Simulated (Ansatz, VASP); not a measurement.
**Two plane-wave programs on Pb**

```xyz
1
Lattice="-2.0185 2.0185 2.0185 2.0185 -2.0185 2.0185 2.0185 2.0185 -2.0185" Properties=species:S:1:pos:R:3 pbc="T T T"
Pb    0.0000    0.0000    0.0000
```

Change from the starting cell: volume scaled by 1.06.

Alike in both runs: task single point; functional PBE; k mesh 9 × 9 × 9; occupations fermi-dirac, width 0.05 eV; no spin polarisation.

|  | VASP | Ansatz |
| --- | --- | --- |
| version | VASP 6.6.1 | Ansatz 0.2.0 |
| potentials or method | VASP PAW PBE potentials, release 64 (Pb_d) | Ansatz PAW |
| plane-wave cutoff (eV) | 520 | 420 |
| valence electrons in the cell | 14 | 14 |

```tsv
	VASP	Ansatz	Ansatz less VASP
gap on the k mesh at the Fermi level (eV)	none	none	-
pressure (GPa)	-1.4	-1.3	+0.05
```

A gap of «none» marks a metal or a gap that the smearing closes.

The runs have no spin-orbit coupling, so splittings on Pb are missing.
